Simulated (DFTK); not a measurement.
MgS (Niningerite):

```xyz
2
Lattice="0.0000 2.6016 2.6016 2.6016 0.0000 2.6016 2.6016 2.6016 0.0000" Properties=species:S:1:pos:R:3 pbc="T T T"
S     2.6016    2.6016    2.6016
Mg    0.0000    0.0000    0.0000
```

Base run:

* Program: DFTK 0.8.2
* Functional: PBEsol
* Potentials or basis: dojo.nc.sr.pbesol.v0_4_1.standard.upf (PBEsol)
* Cutoff: 1143 eV
* k mesh: 9 × 9 × 9
* Occupations: fermi-dirac, width 0.05 eV
* Spin: no spin polarisation

Its results: band gap on the k mesh 2.83 eV, indirect (least direct gap 3.59 eV).

Task: The run is repeated on the same cell with these changes: functional from PBEsol to PBE; potentials or basis from dojo.nc.sr.pbesol.v0_4_1.standard.upf (PBEsol) to cp2k.nc.sr.pbe.v0_1.largecore.gth (PBE, GTH, large core); cutoff from 1143 eV to 816 eV; valence electrons from 16 to 8. What comes out?

Result: Band gap on the k mesh 3.00 eV, indirect (least direct gap 3.75 eV).

Caveats: an odd mesh through Γ misses points on the zone boundary, where band edges often lie (some runs); this set keeps more shells in the core, which shifts pressures and gaps (some runs); the mesh misses the band edges, which the band path finds closer together (some runs).

Not every run made on this cell is shown here.
